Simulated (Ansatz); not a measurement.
**Al2Au in Ansatz: the effect of functional**

Crystal: Al2Au.

```
Au Al
1.0
     0.00000    3.01987    3.01987
     3.01987    0.00000    3.01987
     3.01987    3.01987    0.00000
Au Al
1 2
Direct
  0.00000 0.00000 0.00000
  0.75000 0.75000 0.75000
  0.25000 0.25000 0.25000
```

The cell isn't the ideal one: volume scaled by 1.02.

Alike in all runs:

| Quantity | Value |
| --- | --- |
| Program | Ansatz 0.2.0 |
| Task | single point |
| Potentials or basis | Ansatz PAW |
| k mesh | 8 × 8 × 8 |
| Occupations | fermi-dirac, width 0.05 eV |
| Spin | no spin polarisation |

Q: One run gave: pressure -4.7 GPa. Which functional did it use?
A. PBEsol
B. LDA
C. r2SCAN

A: B.

```tsv
functional	cutoff	pressure (GPa)
LDA	420 eV (not typed: the program's choice for these potentials)	-4.7
PBEsol	420 eV (not typed: the program's choice for these potentials)	-2.1
r2SCAN	500 eV (not typed: the program's choice for these potentials)	-1.8
```

Caveats: the PAW data sets come from PBE, with cores solved anew for the run's functional, which leaves a small shift of forces and pressure.
